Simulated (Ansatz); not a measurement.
# TaN (P4/nmm) in Ansatz: further runs

One crystal, TaN, is run at these levels: LDA, LDA+U; tasks: relaxation of cell and atoms.

All numbers are computed with Ansatz 0.2.0; they aren't measurements. Logs are shortened: lines on timing, memory, paths and dates and some standing lists are left out, and cuts for length are marked.

## 1. The structure

It takes space group P4/nmm (No. 129, tetragonal). The conventional cell has a = 3.399 Å, b = 3.399 Å, c = 4.977 Å, α = 90.00°, β = 90.00°, γ = 90.00°. Ta (site symmetry -4m2) has 4 N at 2.16 Å and 4 Ta at 2.40 Å as nearest neighbours. N (site symmetry 4mm) has 4 Ta at 2.16 Å as nearest neighbours.

The cell was built by a generator and needn't be a form met in nature.

## 2. Relaxation of cell and atoms, LDA

Contents of input.yaml:

```yaml
crystal:
  lattice:
    - [3.39912194, 0.0, 0.0]
    - [0.0, 3.39912194, 0.0]
    - [0.0, 0.0, 4.97696369]
  atoms:
    - { symbol: Ta, position: [0.0, 0.0, 0.0] }
    - { symbol: Ta, position: [0.5, 0.5, 0.0] }
    - { symbol: "N", position: [0.5, 0.0, 0.267] }
    - { symbol: "N", position: [0.0, 0.5, 0.733] }
hamiltonian:
  xc: lda
  pseudopotentials: { kind: paw }
kpoints:
  mp_grid: { grid: [8, 8, 6] }
scf:
  occupations: { method: fermi_dirac, width: 0.05 }
output:
  forces: true
  stress: true
  eigenvalues: true
relax:
  f_tol: 0.01
  max_steps: 40
  cell: { stress_tol: 0.05 }
```

Potentials or basis: Ansatz PAW.

Run with:

```sh
$ ansatz run input.yaml --threads 2 --pin off --max-ram 5632MiB --backend cpu --events-out ev --progress --plain --runs-dir out
```

The log of the run:

```text
Warning: RAYON_NUM_THREADS=2 ignored (pool sized by the plan → 2); use --threads N
Engine: ansatz 0.2.0, aarch64-unknown-linux-gnu
Pseudopotentials: kind: paw
Pseudopotential: Ta, paw, valence charge 13, recommended cutoff 420 eV (normal), Ta.paw.azcp
Pseudopotential: N, paw, valence charge 5, recommended cutoff 420 eV (normal), N.paw.azcp
Functional definition: SPW92
  exchange = slater_x
  correlation = pw_c
Crystal: 4 atoms, lattice volume = 57.504 Å³
Basis set: ecut = 420 eV, 1109 PW (Γ)
Bands: 22, of which v1, the nominal top of the filled ones, is band 18 counted from 1 (17 counted from 0)
Symmetry: 16 space group operations
Space group: P4/nmm (ITA 129), of the structure as read, at distance tolerance 3.9e-5 Å
k-points: 60 of 384
Non-local potential: Ta, projectors of the file, l = 0: 3, l = 1: 2, l = 2: 2, l = 3: 1
Non-local potential: N, projectors of the file, l = 0: 2, l = 1: 2, l = 2: 1
PAW form: soft (Blöchl's): semilocal exchange-correlation on the pseudo side does not see the compensation charge
PAW frozen core: Ta, regenerated for the run's functional, and the local potential with it (the file was generated under x = pbe(κ = 0.804, μ = 0.2195149727645171), c = pbe(β = 0.06672455060314922))
PAW frozen core: N, regenerated for the run's functional, and the local potential with it (the file was generated under x = pbe(κ = 0.804, μ = 0.2195149727645171), c = pbe(β = 0.06672455060314922))
PAW one-centre angular grid: Ta, 590 points (default); XC on 64 Gauss nodes
PAW one-centre angular grid: N, 110 points (default); XC on 64 Gauss nodes
Initial density: superposition of atomic densities (neutral atoms: chi_scale 0, normalization atom), corrected by the library's trained network
Initial wavefunctions: pseudopotential atomic-orbital guess
Functional: x = slater, c = lda
SCF iter   1: F=—  HF=-20109.501346 eV  |F-HF|=—  |Δ(HF+E_count)|=         —  Δρ=2.51e-2  dr2=5.97e-1  ethr=1.77e-3  ⟨swp⟩=6.7  Hψ=6411  notcnv=0
preconditioner: auto → LDOS  [metal: Δε(μ)=0.024 eV  Ē_g=7.769 eV  σ=0.050 eV  W_gap=0.12  n_scr=14 (ndim 8)  ℏωp=21.9 eV  f_vac=0.054  D(μ)=2.55/eV (n_scr^D=20)  β→1.0]
SCF iter   2: F=—  HF=-20109.407488 eV  |F-HF|=—  |Δ(HF+E_count)|=   9.39e-2  Δρ=6.96e-3  dr2=1.74e-2  ethr=1.66e-3  ⟨swp⟩=1.9  Hψ=1987  notcnv=0  defer=1
SCF iter   3: F=—  HF=-20109.404306 eV  |F-HF|=—  |Δ(HF+E_count)|=   3.18e-3  Δρ=2.71e-3  dr2=6.84e-3  ethr=4.83e-5  ⟨swp⟩=2.0  Hψ=2058  notcnv=0  defer=1
SCF iter   4: F=—  HF=-20109.403258 eV  |F-HF|=—  |Δ(HF+E_count)|=   1.05e-3  Δρ=4.14e-4  dr2=5.59e-5  ethr=1.90e-5  ⟨swp⟩=2.0  Hψ=1741  notcnv=0  defer=1
SCF iter   5: F=—  HF=-20109.403280 eV  |F-HF|=—  |Δ(HF+E_count)|=   2.16e-5  Δρ=1.02e-4  dr2=4.15e-6  ethr=1.55e-7  ⟨swp⟩=2.7  Hψ=2459  notcnv=0  defer=1
SCF iter   6: F=—  HF=-20109.403280 eV  |F-HF|=—  |Δ(HF+E_count)|=   2.39e-7  Δρ=3.30e-5  dr2=4.01e-7  ethr=1.15e-8  ⟨swp⟩=2.0  Hψ=2358  notcnv=0  defer=1
SCF iter   7: F=-20109.403280 eV  HF=-20109.403280 eV  |F-HF|=8.11e-9  |Δ(HF+E_count)|=   7.29e-8  Δρ=8.57e-6  dr2=2.48e-8  ethr=2.78e-10  ⟨swp⟩=7.0  Hψ=6358  notcnv=0
SCF 1 converged in 7 iterations: F = -20109.403280 eV  dr2 = 2.48e-8
relax step   1: F+E_penalty+E_count = -20109.40327970 eV  Δ(F+E_penalty+E_count) = +0.000e0 eV  max|allowed force component| = 3.384e0 eV/Å  Δτ_max = 0.0000 Å  P = +25.755 GPa  Ω = 57.504 Å³  (7 SCF iters, dr2 threshold 1.00e-7 eV, accepted)
Crystal: 4 atoms, lattice volume = 61.817 Å³
Basis set: ecut = 420 eV, 1205 PW (Γ)
Initial density: handed on by an earlier stage of this run
Initial wavefunctions: those handed on with the density
iter 1 solved again at ethr=1.07e-3 eV; its pass at ethr=3.10e-3 eV (dr2=3.86e-1 eV) is discarded
SCF iter   1: F=—  HF=-20111.730772 eV  |F-HF|=—  |Δ(HF+E_count)|=         —  Δρ=1.93e-2  dr2=3.88e-1  ethr=1.07e-3  ⟨swp⟩=1.0  Hψ=9816  notcnv=0
preconditioner: auto → LDOS  [metal: Δε(μ)=0.038 eV  Ē_g=7.943 eV  σ=0.050 eV  W_gap=0.19  n_scr=14 (ndim 8)  ℏωp=21.1 eV  f_vac=0.097  D(μ)=1.88/eV (n_scr^D=14)  β→1.0]
SCF iter   2: F=—  HF=-20111.654436 eV  |F-HF|=—  |Δ(HF+E_count)|=   7.63e-2  Δρ=7.82e-3  dr2=2.82e-2  ethr=1.07e-3  ⟨swp⟩=2.4  Hψ=2100  notcnv=0
SCF iter   3: F=—  HF=-20111.648211 eV  |F-HF|=—  |Δ(HF+E_count)|=   6.22e-3  Δρ=2.46e-3  dr2=4.63e-3  ethr=7.83e-5  ⟨swp⟩=2.1  Hψ=2619  notcnv=0
SCF iter   4: F=—  HF=-20111.647493 eV  |F-HF|=—  |Δ(HF+E_count)|=   7.18e-4  Δρ=5.22e-4  dr2=2.83e-4  ethr=1.28e-5  ⟨swp⟩=2.0  Hψ=1871  notcnv=0
SCF iter   5: F=—  HF=-20111.647407 eV  |F-HF|=—  |Δ(HF+E_count)|=   8.57e-5  Δρ=9.59e-5  dr2=5.60e-6  ethr=7.87e-7  ⟨swp⟩=2.0  Hψ=1814  notcnv=0
[... 210 lines left out ...]
Crystal: 4 atoms, lattice volume = 51.053 Å³
iter 1 solved again at ethr=1.89e-9 eV; its pass at ethr=3.10e-3 eV (dr2=6.79e-7 eV) is discarded
SCF iter   1: F=—  HF=-20116.233066 eV  |F-HF|=—  |Δ(HF+E_count)|=         —  Δρ=3.37e-5  dr2=5.93e-7  ethr=1.89e-9  ⟨swp⟩=2.0  Hψ=7655  notcnv=0
preconditioner: auto → Kerker (q_TF=auto, 2.574 Å⁻¹)  [metal: Δε(μ)=0.035 eV  Ē_g=8.409 eV  σ=0.050 eV  W_gap=0.17  n_scr=10 (ndim 8)  ℏωp=23.2 eV  f_vac=0.000  D(μ)=1.38/eV (n_scr^D=10)]
SCF iter   2: F=—  HF=-20116.233066 eV  |F-HF|=—  |Δ(HF+E_count)|=   1.41e-7  Δρ=1.12e-5  dr2=8.74e-8  ethr=1.65e-9  ⟨swp⟩=2.0  Hψ=1862  notcnv=0
SCF iter   3: F=—  HF=-20116.233066 eV  |F-HF|=—  |Δ(HF+E_count)|=   2.31e-8  Δρ=6.02e-6  dr2=2.89e-8  ethr=2.43e-10  ⟨swp⟩=1.8  Hψ=1648  notcnv=0
SCF iter   4: F=-20116.233066 eV  HF=-20116.233066 eV  |F-HF|=1.89e-10  |Δ(HF+E_count)|=   1.18e-8  Δρ=1.22e-6  dr2=7.66e-10  ethr=3.53e-11  ⟨swp⟩=4.5  Hψ=4446  notcnv=0
SCF 21 converged in 4 iterations: F = -20116.233066 eV  dr2 = 7.66e-10
relax step  21: F+E_penalty+E_count = -20116.23306593 eV  Δ(F+E_penalty+E_count) = +3.017e-5 eV  max|allowed force component| = 5.249e-6 eV/Å  Δτ_max = 0.0000 Å  P = +0.003 GPa  Ω = 51.053 Å³  energy of the carried Pulay correction = -3.195e-5 eV  (4 SCF iters, dr2 threshold 1.27e-8 eV, accepted)
iter 1 solved again at ethr=1.83e-8 eV; its pass at ethr=3.10e-3 eV (dr2=6.58e-6 eV) is discarded
SCF iter   1: F=—  HF=-20116.233065 eV  |F-HF|=—  |Δ(HF+E_count)|=         —  Δρ=1.40e-6  dr2=1.12e-9  ethr=1.83e-8  ⟨swp⟩=3.7  Hψ=9990  notcnv=0
SCF iter   2: F=—  HF=-20116.233066 eV  |F-HF|=—  |Δ(HF+E_count)|=   1.08e-6  Δρ=8.01e-7  dr2=3.45e-10  ethr=3.11e-12  ⟨swp⟩=3.0  Hψ=2757  notcnv=0
SCF iter   3: F=—  HF=-20116.233066 eV  |F-HF|=—  |Δ(HF+E_count)|=  4.00e-11  Δρ=4.31e-7  dr2=1.12e-10  ethr=1.00e-12  ⟨swp⟩=2.0  Hψ=1702  notcnv=0
SCF iter   4: F=-20116.233066 eV  HF=-20116.233066 eV  |F-HF|=2.55e-11  |Δ(HF+E_count)|=  7.28e-12  Δρ=1.74e-7  dr2=1.94e-11  ethr=1.00e-12  ⟨swp⟩=4.3  Hψ=4442  notcnv=0
SCF 22 converged in 4 iterations: F = -20116.233066 eV  dr2 = 1.94e-11
relax step  22: F+E_penalty+E_count = -20116.23306593 eV  Δ(F+E_penalty+E_count) = -6.912e-11 eV  max|allowed force component| = 5.253e-6 eV/Å  Δτ_max = 0.0000 Å  P = +0.003 GPa  Ω = 51.053 Å³  stress off target by 4.03e-3 GPa  SCF on the basis re-selected at this cell (its energy is not comparable with the rows above)  (4 SCF iters)
basis re-selected at this cell: Δ(F+E_penalty+E_count) = -6.912e-11 eV, ΔP = +0.000 GPa vs the last step (what re-selecting the basis moved, of the pressure what is left beyond the Pulay correction that the steps carried, after the strain that the cell walked since its last selection, with what the two solves' SCF thresholds leave and, on support functions, any second-order correction that the steps lacked; it is no measure of the basis error at this ecutwfc). This SCF's stress stands 4.03e-3 GPa from its target on what of the cell is left free (relax.cell.stress_tol is 5.00e-2 GPa) and its largest allowed force component is 5.25e-6 eV/Å (relax.f_tol is 1.00e-2 eV/Å): within both
SCF converged after 4 iterations
Free energy (F): -20116.233066 eV
Harris-Foulkes:  -20116.233066 eV  (|F-HF|=2.55e-11)
Internal energy: -20116.221625 eV  (E = F + TS)
E sigma→0 (E₀):  -20116.227345 eV
Entropy (-TS):   -0.011441 eV (-2.860 meV/atom)
Fermi energy:    16.081998 eV
--- Per-component energies (eV) ---
  E_band       = -243.255847
  E_kinetic    = 995.523190
  E_local      = -1685.725194  (includes V_loc(G=0)·N_el)
  E_nonlocal   = 136.087784
  E_hartree    = 574.261161
  E_xc         = -552.788554
  E_vxc        = -560.283584  (∫ρ·V_xc dr)
  E_paw        = -16534.837041  (= ΣΔE_a)
  E_vpaw       = -277.380972  (= ΣTr[D̂ρ^β])
  E_aug_tail   = 0.000496  (compensation charges beyond the density's cutoff)
  E_ewald      = -3049.421361
  E_core_change = 0.677894  (= ΣΔE_core)
  E_smearing   = -0.011441  (= −TS)
  E_closure    = -0.000000  (closes the sum)
  Σ components = -20116.233066   (vs F -20116.233066, Δ=0.00e0)
--- Forces (eV/Å), atoms counted from 1 ---
  atom   1  Ta     0.00000000     0.00000000    -0.00000000
  atom   2  Ta    -0.00000000     0.00000000     0.00000000
  atom   3  N     -0.00000000     0.00000000     0.00000525
  atom   4  N      0.00000000     0.00000000    -0.00000525
  max |Σ_I F_I| component: 0.00e0 eV/Å
--- Stress (GPa, compression-positive) ---
        0.004029      -0.000000      -0.000000
       -0.000000       0.004029      -0.000000
       -0.000000      -0.000000       0.000843
  P = ⅓ Tr σ = 0.0030 GPa (0.030 kbar)
--- Band table (eV; the first three rows and the last of 60) ---
  k-point 0: bands = ["-52.3166", "-52.2306", "-19.3203", "-19.3203", "-18.6609", "-18.6609", "-18.5432", "-18.4149", "-0.6983", "0.0864", "11.7918", "12.0480", "12.0480", "12.4230", "13.6702", "13.6702", "14.1130", "14.1256", "14.7435", "17.1151", "17.1151", "18.7620"]
  k-point 1: bands = ["-52.3093", "-52.2235", "-19.3044", "-19.3044", "-18.6837", "-18.6493", "-18.6493", "-18.5433", "-0.5366", "0.1978", "11.6190", "12.1258", "12.1258", "12.5682", "13.7313", "13.7313", "14.0598", "14.8117", "15.2749", "15.9094", "15.9094", "18.8202"]
  k-point 2: bands = ["-52.2946", "-52.2094", "-19.2724", "-19.2724", "-18.9558", "-18.7928", "-18.6262", "-18.6262", "-0.1966", "0.4352", "10.7851", "12.3778", "12.3778", "12.8711", "12.8798", "13.8710", "13.8710", "14.1713", "14.1713", "17.5992", "17.5992", "17.6061"]
  k-point 59: bands = ["-52.2445", "-52.2445", "-19.4316", "-19.4316", "-18.9946", "-18.9946", "-18.5007", "-18.5007", "2.7206", "2.7206", "8.0325", "8.0325", "9.0589", "9.0589", "9.8455", "9.8455", "17.8077", "17.8077", "18.6594", "18.6594", "19.1693", "19.1693"]
--- Relaxed structure (19 steps of the walk, 19 accepted, 3 SCFs on fresh bases) ---
  F+E_penalty+E_count = -20116.23306593 eV   max|allowed force component| = 5.253e-6 eV/Å   (the final SCF, on the basis selected at the relaxed cell)
  cell:  # Å, volume = 51.0527 Å³
    - [4.135577117518979, 6.961134258970985e-33, 0.0]
    - [-3.5544384980850226e-33, 4.135577117518979, 0.0]
    - [0.0, 0.0, 2.9850154731618366]
  atoms:
    - { symbol: Ta, position: [9.932034905348556e-36, -2.683586032921476e-36, 1.7427527947032375e-19] }
    - { symbol: Ta, position: [0.5, 0.5, 1.7427527947032375e-19] }
    - { symbol: N, position: [0.5, -3.5965586008217302e-37, -4.3715195224785127e-7] }
    - { symbol: N, position: [-1.3307266823043652e-35, 0.5, 1.0000004371519522] }
```

Run time: 54 s. Hardware: 2 threads of Arm Neoverse V1, shared host; peak memory 0.36 GiB.

What came out:

| Item | Value |
| --- | --- |
| Free energy | -20116.2331 eV |
| Relaxed volume | 12.76 Å³/atom |
| Relaxed cell | a = 4.136 Å, b = 4.136 Å, c = 2.985 Å, α = 90.00°, β = 90.00°, γ = 90.00° |
| Space group after relaxing (to 0.05 Å) | P4/mmm (No. 123) |
| Energy gained by relaxing | 1707.4 meV/atom |
| Ionic steps | 22 |
| Pressure after relaxing | 0.0 GPa |
| Band gap on the k mesh | none (metal or under the smearing width) |

Step by step:
| step | energy change (eV) | largest force (eV/Å) | volume (Å³) |
| --- | --- | --- | --- |
| 1 | 0.0000 | 3.3844 | 57.50 |
| 2 | -2.2441 | 2.8217 | 61.82 |
| 3 | -3.7055 | 1.2004 | 64.66 |
| 4 | -4.2513 | 0.8729 | 67.03 |
| 5 | -4.5742 | 0.9155 | 65.82 |
| 6 | -4.8638 | 0.6964 | 63.66 |
| 7 | -5.1722 | 0.5917 | 60.61 |
| 8 | -5.5389 | 0.5614 | 57.39 |
| 9 | -5.9429 | 0.6665 | 54.08 |
| 10 | -6.2341 | 0.6934 | 50.79 |
| 11 | -6.3454 | 0.7702 | 49.60 |
| 12 | -6.4547 | 0.3082 | 49.19 |
| 13 | -6.5021 | 0.0965 | 51.43 |
| 14 | -6.5459 | 0.0138 | 50.46 |
| 15 | -6.5459 | 0.0005 | 50.49 |
| 16 | -6.8171 | 0.0005 | 50.49 |
| 17 | -6.8280 | 0.0007 | 51.03 |
| 18 | -6.8280 | 0.0001 | 51.03 |
| 19 | -6.8280 | 0.0000 | 51.04 |
| 20 | -6.8298 | 0.0000 | 51.04 |
| 21 | -6.8298 | 0.0000 | 51.05 |
| 22 | -6.8298 | 0.0000 | 51.05 |

Final structure:
```
Ta N
1.0
     4.13558    0.00000    0.00000
     0.00000    4.13558    0.00000
     0.00000    0.00000    2.98502
Ta N
2 2
Direct
  0.00000 0.00000 0.00000
  0.50000 0.50000 0.00000
  0.50000 0.00000 0.00000
  0.00000 0.50000 0.00000
```

Levels at points of the mesh, in eV from the Fermi level:
```tsv
k point	band 14	band 15	band 16	band 17	band 18	band 19	band 20	band 21	band 22
(0.00, 0.00, 0.00)	-3.66	-2.41	-2.41	-1.97	-1.96	-1.34	1.03	1.03	2.68
(0.00, 0.00, -0.50)	-3.32	-3.03	-2.86	-2.86	-2.13	-2.13	0.98	0.98	2.92
(0.00, -0.50, 0.00)	-4.63	-3.16	-3.16	-2.72	-2.72	2.14	2.14	2.30	2.30
(0.00, -0.50, -0.50)	-6.15	-4.03	-4.03	-1.31	-1.31	2.45	2.45	2.64	2.64
(-0.50, -0.50, 0.00)	-6.51	-3.56	-3.56	-2.98	-2.98	3.95	3.95	3.98	3.98
(-0.50, -0.50, -0.50)	-7.02	-6.24	-6.24	1.73	1.73	2.58	2.58	3.09	3.09
```

Caveat: the plane-wave basis is chosen anew once the cell has moved, so the energies of steps on either side of that aren't comparable; the pressure holds a Pulay correction of +0.5 GPa for the finite cutoff; the PAW data sets come from PBE, with cores solved anew for the run's functional, which leaves a small shift of forces and pressure. The run has no spin-orbit coupling, so splittings on Ta are missing.

(Part 1 of 2 ends here.)
